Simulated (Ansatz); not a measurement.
Electric field gradients in Ta4N5

Level of theory: DFT PBEsol, scalar-relativistic, plane waves, PAW in Ansatz 0.2.0. Plane waves to 420 eV; Γ-centred k mesh 10×10×10; Fermi-Dirac smearing of 0.15 eV. No spin polarisation.

Relaxed structure:
```
CELL_PARAMETERS angstrom
-3.41259 3.41259 2.12811
3.41259 -3.41259 2.12811
3.41259 3.41259 -2.12811
ATOMIC_POSITIONS crystal
Ta 0.78459 0.60484 0.38943
Ta 0.39516 0.78459 0.17975
Ta 0.60484 0.21541 0.82025
Ta 0.21541 0.39516 0.61057
N 0.50000 0.50000 0.00000
N 0.90808 0.30612 0.21420
N 0.69388 0.90808 0.60197
N 0.30612 0.09192 0.39803
N 0.09192 0.69388 0.78580
```

In a metal these results depend on the k mesh and the smearing. Spin–orbit coupling is left out, which matters for gradients at heavy nuclei.

Q: Give V_zz (10²¹ V/m²) and the asymmetry η at each distinct site.

A:
| atom | V_zz | η |
| --- | --- | --- |
| Ta (atom 1) | -1.63 | 0.62 |
| N (atom 5) | -0.248 | 0.00 |
| N (atom 6) | 0.426 | 0.80 |

Whether Ta4N5 exists in this form wasn't checked.

Cost: 1 run of about 0.17 core-minutes, on AMD EPYC 9R45 (Zen 5) (shared hosts).